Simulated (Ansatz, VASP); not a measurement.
**One calculation of KZnF3, two programs**

```xyz
5
Lattice="4.0500 0.0000 0.0000 0.0000 4.0500 0.0000 0.0000 0.0000 4.0500" Properties=species:S:1:pos:R:3 pbc="T T T"
Zn    2.0250    2.0250    2.0250
K     0.0000    0.0000    0.0000
F     2.0250    0.0000    2.0250
F     0.0000    2.0250    2.0250
F     2.0250    2.0250    0.0000
```

Alike in both runs: functional LDA; k mesh 7 × 7 × 7; occupations fermi-dirac, width 0.05 eV; no spin polarisation.

|  | VASP | Ansatz |
| --- | --- | --- |
| version | VASP 6.6.1 | Ansatz 0.2.0 |
| potentials or method | VASP PAW LDA potentials, release 64 (Zn, K_sv, F), cutoff 520 eV | all-electron LAPW, scalar-relativistic |
| task | single point | band structure |

|  | VASP | Ansatz | Ansatz less VASP |
| --- | --- | --- | --- |
| gap on the k mesh at the Fermi level (eV) | 3.71 | 3.75 | +0.045 |
| least direct gap on the mesh (eV) | 5.40 | 5.40 | +0.008 |
| pressure (GPa) | -4.3 | -4.8 | -0.46 |

Ansatz ran all-electron here, so the differences hold the error of VASP's frozen core and of both bases.

Caveats: an odd mesh through Γ misses points on the zone boundary, where band edges often lie (VASP); the mesh misses the band edges, which the band path finds closer together (Ansatz).
